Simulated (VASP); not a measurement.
Consider the following.

```
CELL_PARAMETERS angstrom
      0.00000     3.01874     3.01874
      3.01874     0.00000     3.01874
      3.01874     3.01874     0.00000
ATOMIC_POSITIONS crystal
  Na 0.00000 0.00000 0.00000
  Br 0.50000 0.50000 0.50000
```

Level of theory: PBE GGA, VASP's PBE PAW potentials (set 64) (plane waves; VASP). Numerical set-up: 520 eV cut-off, 8×8×8 Γ-centred mesh, Gaussian smearing of 0.050 eV, potentials Na_pv Br.

Question: The job: NaBr (rock salt), 2 atoms, PBE, static run, 520 eV, 8×8×8 Γ-centred mesh. Roughly how much core time does it take on a busy server core?

Answer: About 10 core-seconds (one run on a shared machine, a rough figure). It had 29 irreducible k-points, 11 bands, up to 1524 plane waves and 13 electronic steps.

The compound is NaBr in the rock salt structure. It was relaxed first.
